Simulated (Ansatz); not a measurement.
# Honeycomb BAs bilayer (AA') in a perpendicular field

Aim: how the honeycomb BAs bilayer (AA') screens a field along its normal, and what the field does to its bands. A positive field points along +c.

Program: Ansatz 0.2.0. Level of theory: plane-wave DFT, PBE-D3(BJ), Ansatz PAW. Results are calculated unless marked as measured.

This is a report of a sequence of runs, with most program output left out.

### Step 1. Set-up

The cell holds 4 atoms: 2 As and 2 B. Cell: a = 3.390 Å, b = 3.390 Å, c = 37.000 Å, α = 90.0°, β = 90.0°, γ = 120.0°. Regions: layer 1: honeycomb BAs, 2 atoms (1 As and 1 B); layer 2: honeycomb BAs, 2 atoms (1 As and 1 B). Vacuum lies along c.

### Step 2. Relaxation

The starting cell is a guess, so the in-plane lattice and the atoms are relaxed first, with the slab cut off from its images along the normal.

File input.yaml:

```yaml
crystal:
  lattice:
    - [3.39, 0.0, 0.0]
    - [-1.695, 2.9358261188, 0.0]
    - [0.0, 0.0, 36.9999999988]
  atoms:
    - { symbol: As, position: [0.6666666667, 0.3333333333, 0.4594594595] }
    - { symbol: B, position: [0.3333333333, 0.6666666667, 0.4594594595] }
    - { symbol: As, position: [0.3333333333, 0.6666666667, 0.5405405405] }
    - { symbol: B, position: [0.6666666667, 0.3333333333, 0.5405405405] }
  periodic: [true, true, false]
kpoints:
  mp_grid: { grid: [12, 12, 1] }
hamiltonian:
  xc: pbe
  dispersion: d3bj
scf:
  occupations: { method: fermi_dirac, width: 0.05 }
  convergence: { dr2_threshold: 1.0e-09 }
relax:
  f_tol: 0.004
  max_steps: 90
  cell: {}
output:
  write_potential: true
  write_density: true
  volumetric_format: npy
```

Launch:

```sh
ansatz run input.yaml --threads 2 --pin off --max-ram 3072MiB --backend cpu --events-out ev --progress --plain --runs-dir out
```

It took 67 s on 2 threads of Arm Neoverse N1, shared host; peak memory 0.6 GiB; 2.2 min of CPU time.

Step by step:

| step | energy less that of the first step (eV) | largest force component (eV/Å) | volume (Å³) |
| --- | --- | --- | --- |
| 1 | 0.0000 | 0.6461 | 368.24 |
| 2 | -0.2323 | 0.2763 | 367.21 |
| 3 | -0.3437 | 0.1045 | 366.28 |
| 4 | -0.3636 | 0.0195 | 362.45 |
| 5 | -0.3647 | 0.0237 | 364.07 |
| 6 | -0.3652 | 0.0010 | 364.32 |
| 7* | -0.3648 | 0.0010 | 364.32 |

Relaxation steps marked * repeat the geometry before them on a plane-wave basis chosen anew for their cell, so energy and pressure can jump there.

Forces are held to the 12 operations that the run works with; a distortion that breaks them can't arise in this run.

| cell as run | before | after | change |
| --- | --- | --- | --- |
| a (Å) | 3.390 | 3.372 | -0.5 % |
| b (Å) | 3.390 | 3.372 | -0.5 % |

The atoms that moved most (Å, along periodic axes as changes of fractional coordinates times the final cell, across vacuum about the mean position):

| atom | dx | dy | dz | length |
| --- | --- | --- | --- | --- |
| B4 | 0.000 | 0.000 | 0.519 | 0.519 |
| B2 | 0.000 | 0.000 | -0.519 | 0.519 |
| As3 | 0.000 | 0.000 | 0.514 | 0.514 |
| As1 | 0.000 | 0.000 | -0.514 | 0.514 |

Final coordinates:

```cif
data_structure
_symmetry_space_group_name_H-M 'P 1'
_symmetry_Int_Tables_number 1
_cell_length_a 3.3719
_cell_length_b 3.3719
_cell_length_c 37.0000
_cell_angle_alpha 90.000
_cell_angle_beta 90.000
_cell_angle_gamma 120.000
_cell_volume 364.32
loop_
_atom_site_label
_atom_site_type_symbol
_atom_site_fract_x
_atom_site_fract_y
_atom_site_fract_z
_atom_site_occupancy
As1 As 0.66667 0.33333 0.44558 1
B2 B 0.33333 0.66667 0.44544 1
As3 As 0.33333 0.66667 0.55442 1
B4 B 0.66667 0.33333 0.55456 1
```

The lattice constant a goes from 3.390 to 3.372 Å.

### Step 3. Single point, field 0, start network

A sawtooth potential applies the field, turning back in the middle of the vacuum. With the dipole correction the typed value is the field outside the slab. The induced dipole is small, so the SCF threshold is tight.

The cell differs from the one that the last finished run ended in (c 37.000 → 22.037 Å).

File input.yaml:

```yaml
crystal:
  lattice:
    - [3.3718932118, 0.0, 0.0]
    - [-1.6859466059, 2.9201451803, 0.0]
    - [0.0, 0.0, 22.0374012423]
  atoms:
    - { symbol: As, position: [0.6666666667, 0.3333333333, 0.4086314359] }
    - { symbol: B, position: [0.3333333333, 0.6666666667, 0.4083966118] }
    - { symbol: As, position: [0.3333333333, 0.6666666667, 0.5913685641] }
    - { symbol: B, position: [0.6666666667, 0.3333333333, 0.5916033882] }
kpoints:
  mp_grid: { grid: [18, 18, 1] }
  band_path:
    path: [[0, 0, 0], [0.5, 0, 0], [0.33333333, 0.33333333, 0], [0, 0, 0]]
    npoints: 16
hamiltonian:
  xc: pbe
  dispersion: d3bj
scf:
  occupations: { method: fermi_dirac, width: 0.02585 }
  convergence: { dr2_threshold: 1.0e-10 }
efield:
  axis: 3
  dipole_correction: true
  ramp_position: 0.97
  ramp_width: 0.06
  amplitude: 0
output:
  dos: { projected: true, e_range: [-6, 5] }
  write_potential: true
  write_density: true
  volumetric_format: npy
  elf: true
```

It took 25 s on 2 threads; peak memory 0.49 GiB; 49 s of CPU time.

This step gave:

```
dipole along the normal            : -3.77e-7 e·Å
gap along the path                 : 0.7222 eV
smallest direct gap along the path : 0.7257 eV
ionisation energy, upper face      : 4.917 eV
electron affinity, upper face      : 4.195 eV
gap, the smaller of path and mesh  : 0.7222 eV
```

Running mean over a fixed 2.8 Å (it still follows the layers) of the planar mean; the ramp of the sawtooth is left out. Electron's electrostatic potential energy less the Fermi level against z:

| z (Å) | electron's electrostatic potential energy less the Fermi level (eV) |
| --- | --- |
| 3 | 4.56 |
| 4 | 4.56 |
| 5 | 4.55 |
| 6 | 4.48 |
| 7 | 3.11 |
| 8 | -1.85 |
| 9 | -3.91 |
| 10 | -1.99 |
| 11 | 1.72 |
| 12 | -1.81 |
| 13 | -3.91 |
| 14 | -2.03 |
| 15 | 2.98 |
| 16 | 4.47 |
| 17 | 4.55 |
| 18 | 4.56 |
| 19 | 4.56 |

The density of states has structure finer than the step of the table below, so its rows give means over 0.25 eV, whole bins alone (the curve runs from -6 to 2.24 eV). Peaks (eV: height): -4.430: 2.79, -3.990: 3.54, -3.440: 4.05, -2.910: 4.15, -1.810: 2.54, -1.070: 1.94, 1.550: 2.07.

The density of states by energy, zero at the Fermi level of the run, which the smearing sets inside the gap; means over each step:

energy (eV), density of states (states/eV a cell) and a bar:
```
    -5.75       1.14 ###########
    -5.50       1.17 ###########
    -5.25       1.22 ############
    -5.00       1.27 ############
    -4.75       1.62 ################
    -4.50       2.22 #####################
    -4.25       1.70 ################
    -4.00       3.11 ##############################
    -3.75       2.67 ##########################
    -3.50       1.85 ##################
    -3.25       2.18 #####################
    -3.00       1.94 ###################
    -2.75       1.93 ###################
    -2.50       1.84 ##################
    -2.25       1.83 ##################
    -2.00       1.76 #################
    -1.75       1.48 ##############
    -1.50       1.14 ###########
    -1.25       1.11 ###########
    -1.00       1.12 ###########
    -0.75       0.63 ######
    -0.50       0.52 #####
    -0.25       0.00 
     0.00       0.00 
     0.25       0.01 
     0.50       0.64 ######
     0.75       1.18 ###########
     1.00       0.87 ########
     1.25       0.90 #########
     1.50       1.36 #############
     1.75       1.09 ###########
     2.00       0.97 #########
```

Projected DOS per atom over height of the atomic layer and energy from the Fermi level. Layers: BAs BAs from below.

Ten even steps from '0' (0.004 states/eV) to '9' (0.754 states/eV), each cell a mean:
```
33
33
33
22
22
00
00
11
33
33
44
55
55
66
66
66
99
66
55
44
33
33
```
Columns: height of the atomic layer (Å) from 9.00 to 13.0; rows upwards: energy from the Fermi level (eV) from -5.96 to 2.23.

The electronic bands at the labelled points (eV, zero at the Fermi level of the run, which the smearing sets inside the gap):

| point | band 15 | band 16 | band 17 | band 18 | band 19 | band 20 | band 21 | band 22 |
| --- | --- | --- | --- | --- | --- | --- | --- | --- |
| Γ | -1.91 | -1.91 | -1.87 | -1.87 | 3.25 | 3.41 | 3.62 | 3.96 |
| halfway | -3.79 | -3.16 | -3.12 | -2.93 | 2.81 | 2.95 | 4.05 | 4.32 |
| M | -4.00 | -3.95 | -1.79 | -1.06 | 0.66 | 1.49 | 2.08 | 2.25 |
| halfway | -5.30 | -5.24 | -1.45 | -0.75 | 0.57 | 1.32 | 4.04 | 4.19 |
| K | -6.44 | -6.36 | -0.52 | -0.52 | 0.52 | 0.52 | 5.34 | 6.31 |
| halfway | -4.07 | -4.01 | -3.47 | -2.62 | 3.51 | 4.12 | 4.31 | 4.31 |
| Γ | -1.91 | -1.91 | -1.87 | -1.87 | 3.25 | 3.41 | 3.62 | 3.96 |

ELF in the ca plane at fractional y = 0.333, with atoms of As and B within 0.2 Å of it. It is the smooth field of the valence electrons, not physical close to the nuclei.

Ten even steps from '0' (0.00) to '9' (0.79), each cell a mean:
```
00000000000000001367888887400258999864200000
00000000000000013688754578610257656764200000
00000000000000014788732378710255201564200000
00000000000000013688742478710256423664200000
00000000000000002478876788510258888864200000
00000000000000001246888886300257899864200000
00000000000000000124677753100256666664210000
00000000000000000013566653100256666654210000
00000000000000000135788875200257888764200000
```
Columns run along c (16.0 Å, from fractional 0.05 to 0.77 of the cell), rows up along a (3.4 Å). Atoms in or near the plane, at fractional coordinates: As at (0.41, 0.67), B at (0.59, 0.67).

Valence density in the ca plane at fractional y = 0.333, with atoms of As and B within 0.2 Å of it. It is the smooth field of the valence electrons, not physical close to the nuclei.

Values in e/Å³, 5 rows by 16 columns, each cell a mean:
```
 0  0  0  0  0  0  0  1  2  0  0  0  1  0  0  0
 0  0  0  0  0  0  0  5 13  0  0  0  0  0  0  0
 0  0  0  0  0  0  0  1  2  0  0  0  1  0  0  0
 0  0  0  0  0  0  0  0  0  0  0  0  0  0  0  0
 0  0  0  0  0  0  0  0  0  0  0  0  0  0  0  0
```
Columns run along c (16.0 Å, from fractional 0.05 to 0.77 of the cell), rows up along a (3.4 Å). Atoms in or near the plane, at fractional coordinates: As at (0.41, 0.67), B at (0.59, 0.67).

Electrostatic potential energy in the ca plane at fractional y = 0.333, with atoms of As and B within 0.2 Å of it. With pseudopotentials it is smooth inside the atoms' cores, unlike the true potential.

Ten even steps from '0' (-19 eV) to '9' (4 eV), each cell a mean:
```
99999999999999999998521258999997645789999999
99999999999999999986136316999986100489999999
99999999999999999985189815899984000279999999
99999999999999999985169616899985000379999999
99999999999999999997312137999987413689999999
99999999999999999998743578999998656789999999
99999999999999999999876789999987534789999999
99999999999999999999876789999987534689999999
99999999999999999999866689999997655789999999
```
Columns run along c (16.0 Å, from fractional 0.05 to 0.77 of the cell; values clipped at the 3rd and 97th percentile), rows up along a (3.4 Å). Atoms in or near the plane, at fractional coordinates: As at (0.41, 0.67), B at (0.59, 0.67).

The gap is 0.72 eV, with the valence edge 4.92 eV and the conduction edge 4.20 eV under the upper vacuum level.

### Step 4. Single point, field 0.1 V/Å

Edit input.yaml of step 3 so:

```diff
@@ -24,7 +24,6 @@
   dipole_correction: true
-  ramp_position: 0.97
-  ramp_width: 0.06
-  amplitude: 0
+  ramp_position: 0.9494
+  ramp_width: 0.1012
+  amplitude: 0.1
 output:
-  dos: { projected: true, e_range: [-6, 5] }
   write_potential: true
@@ -32,2 +31 @@
   volumetric_format: npy
-  elf: true
```

Elapsed: 26 s, on 2 threads; peak memory 0.48 GiB; 52 s of CPU time.

The dipole is 0.0321 e·Å, and the gap 0.716 eV.

### Step 5. Single point, field -0.1 V/Å

Edit input.yaml of step 4 so:

```diff
@@ -26,3 +26,3 @@
   ramp_width: 0.1012
-  amplitude: 0.1
+  amplitude: -0.1
 output:
```

The job ended after 26 s (2 threads; peak memory 0.48 GiB; 51 s of CPU time).

The dipole is -0.0321 e·Å, and the gap 0.716 eV.

### Step 6. Atoms held, field 0.2 V/Å

Edit input.yaml of step 5 so:

```diff
@@ -26,3 +26,3 @@
   ramp_width: 0.1012
-  amplitude: -0.1
+  amplitude: 0.2
 output:
```

The job ended after 26 s (2 threads; peak memory 0.48 GiB).

The dipole is 0.0644 e·Å, and the gap 0.698 eV.

### Step 7. Single point, field 0.3 V/Å

Edit input.yaml of step 6 so:

```diff
@@ -24,5 +24,5 @@
   dipole_correction: true
-  ramp_position: 0.9494
-  ramp_width: 0.1012
-  amplitude: 0.2
+  ramp_position: 0.9461
+  ramp_width: 0.1077
+  amplitude: 0.3
 output:
```

The job ended after 27 s (2 threads; peak memory 0.48 GiB; 53 s of CPU time).

The dipole is 0.0967 e·Å, and the gap 0.673 eV.

### Step 8. Response, atoms held

This step: plane-wave DFT, PBE-D3(BJ), Ansatz PAW; response to a field along the normal, atoms held (Ansatz 0.2.0).

The dipoles give the slope, and the difference of two potentials shows where the field is screened.

This step gave:

```yaml
equivalent_conductor_thickness_p_eps_0ae: 5.906 Å
distance_between_the_outer_atoms: 4.037 Å
```

Table of dipole of the cell by applied field:

| applied field (V/Å) | dipole of the cell (e·Å) |
| --- | --- |
| -0.100 | -0.0321 |
| 0.000 | -3.8e-7 |
| 0.100 | 0.0321 |
| 0.200 | 0.0644 |
| 0.300 | 0.0967 |

Local field over the applied field, running mean. From the potentials at -0.1 and 0.1 V/Å; running mean over 2.8 Å. Table of local field over applied field by z:

z (Å), local field over applied field and a bar from the least value:
```
     4.11      0.999 ##############################
     4.55      0.997 ##############################
     4.85      0.994 ##############################
     5.29      0.985 #############################
     5.58      0.972 #############################
     6.02      0.933 ############################
     6.32      0.887 ##########################
     6.76      0.778 ######################
     7.05      0.685 ###################
     7.49      0.539 #############
     7.79      0.445 ##########
     8.23      0.311 #####
     8.52      0.234 ###
     8.96      0.164 
     9.40      0.164 
     9.70      0.196 #
    10.14      0.257 ###
    10.43      0.285 ####
    10.87      0.303 #####
    11.17      0.303 #####
    11.61      0.285 ####
    11.90      0.257 ###
    12.34      0.196 #
    12.63      0.164 
    13.08      0.164 
    13.52      0.234 ###
    13.81      0.311 #####
    14.25      0.445 ##########
    14.54      0.539 #############
    14.99      0.685 ###################
    15.28      0.778 ######################
    15.72      0.887 ##########################
    16.01      0.933 ############################
    16.45      0.972 #############################
    16.75      0.985 #############################
    17.19      0.994 ##############################
    17.48      0.997 ##############################
    17.92      0.999 ##############################
```

Electrons, planar mean, per unit field. Induced electron density against z:

| z (Å) | induced electron density (e/Å³ per V/Å) |
| --- | --- |
| 4.5 | 7.5e-6 |
| 5.0 | 2.6e-5 |
| 5.5 | 8.6e-5 |
| 6.0 | 2.6e-4 |
| 6.5 | 7.1e-4 |
| 7.0 | 0.00174 |
| 7.5 | 0.00337 |
| 8.0 | 0.00365 |
| 8.5 | 5.7e-4 |
| 9.0 | -1.6e-4 |
| 9.5 | -1.6e-4 |
| 10.0 | -0.00238 |
| 10.5 | -0.00190 |
| 11.0 | -7.2e-5 |
| 11.5 | 0.00179 |
| 12.0 | 0.00243 |
| 12.5 | 2.7e-4 |
| 13.0 | 1.1e-4 |
| 13.5 | -3.6e-4 |
| 14.0 | -0.00353 |
| 14.5 | -0.00347 |
| 15.0 | -0.00185 |
| 15.5 | -7.6e-4 |
| 16.0 | -2.8e-4 |
| 16.5 | -9.3e-5 |
| 17.0 | -2.9e-5 |
| 17.5 | -8.2e-6 |

The smaller of the gaps on the path and on the k-mesh, counted as 0 under 0.03 eV. Gap against applied field:

| applied field (V/Å) | gap (eV) |
| --- | --- |
| -0.100 | 0.716 |
| 0.000 | 0.722 |
| 0.100 | 0.716 |
| 0.200 | 0.699 |
| 0.300 | 0.673 |

By hand: between -0.1 and 0.1 V/Å the dipole changes by 0.06427 e·Å, a slope of 0.3214 e·Å²/V. A perfect conductor of thickness t has p = ε₀AEt, so t = 180.95 × 0.3214 / 9.846 = 5.91 Å (e/ε₀ = 180.95 V·Å, A in Å²).

The induced dipole is that of a conductor 5.91 Å thick.

### Step 9. What came out

```
gap without field                          : 0.722 eV
ionisation energy, upper face              : 4.92 eV
electron affinity, upper face              : 4.20 eV
equivalent conductor thickness, atoms held : 5.91 Å
```

In words: The induced dipole equals that of a perfect conductor 5.91 Å thick, while the outer atoms lie 4.04 Å apart; an out-of-plane ε follows only once a thickness t is chosen, by 1 − 1/ε = 5.91 Å / t. The gap goes from 0.72 eV to 0.67 eV at 0.3 V/Å. Semilocal functionals give gaps that are too small, and excitons are not included. Spin-orbit coupling is left out.

[Logs are printed without paths, hosts, clocks, repeated set-up lines and the standing remarks that a program may print on its own settings, such as how far it seeks lower states.]

[Hosts, paths, dates, database ids (printed as entryN), source tags and the programs' standing remarks are cut or masked in the printed files.]

[Maps of the electrostatic potential energy from Ansatz leave out the sawtooth potential of an applied field or a dipole correction, so their vacuum need not be flat; planar profiles and work functions include it.]

[The density of states shown here was stored with 400 of the rows of the run's finer table, so its peaks can read low, often by over a quarter, or be missed, and its means over a window can be off by a tenth or more.]
